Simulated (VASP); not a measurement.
Wanted: the native input for a VASP 6.6.1 run.

- Task: single point
- Functional: PBE
- Potentials or basis: VASP PAW PBE potentials, release 64 (Pb_d, Te)
- Cutoff: 520 eV
- k mesh: 8 × 8 × 8
- Occupations: fermi-dirac, width 0.02 eV
- Spin: no spin polarisation
- Dipole correction: no
- Further INCAR settings: ALGO = Normal; EDIFF = 1e-07; NBANDS = 17

The structure of TePb lies in POSCAR:

```
TePb
1.0
    0.0000000000      3.1776445549      3.2765039297
    3.1776445549      0.0000000000      3.2765039297
    3.1776445549      3.1776445549      0.0000000000
Pb Te
1 1
Direct
    0.0000000000      0.0000000000      0.0000000000
    0.5000000000      0.5000000000      0.5000000000
```

The cell was built by a generator and needn't be a form met in nature.

The cell isn't the ideal one: epitaxial_xy strain -2.8%.

One way to write it, as run:

INCAR

```
SYSTEM = TePb
ALGO = Normal ; EDIFF = 1E-7
ENCUT = 520 ; GGA = PE
ISIF = 2 ; ISMEAR = -1
LASPH = .True. ; LCHARG = .False.
LREAL = .False. ; LWAVE = .False.
NBANDS = 17 ; NELM = 100
PREC = Accurate ; SIGMA = 0.02
```

KPOINTS

```
k-points
0
Gamma
  8 8 8
  0 0 0
```

Potentials or basis: VASP PAW PBE potentials, release 64 (Pb_d, Te).

Run with:

```sh
$ cat potpaw_PBE.64/Pb_d/POTCAR potpaw_PBE.64/Te/POTCAR > POTCAR
$ mpirun -np 1 vasp_std > vasp.out
```

Results of the run:

```yaml
Pressure: 3.2 GPa
Band_gap_on_the_k_mesh: 0.64 eV, direct
```

Caveat: spin-orbit coupling is left out, which as a rule narrows the gap of such compounds by several tenths of an eV.

It took 28 s on 1 thread of Intel(R) Xeon(R) 6975P-C (Granite Rapids), with other jobs on the host, peak memory 0.24 GiB.
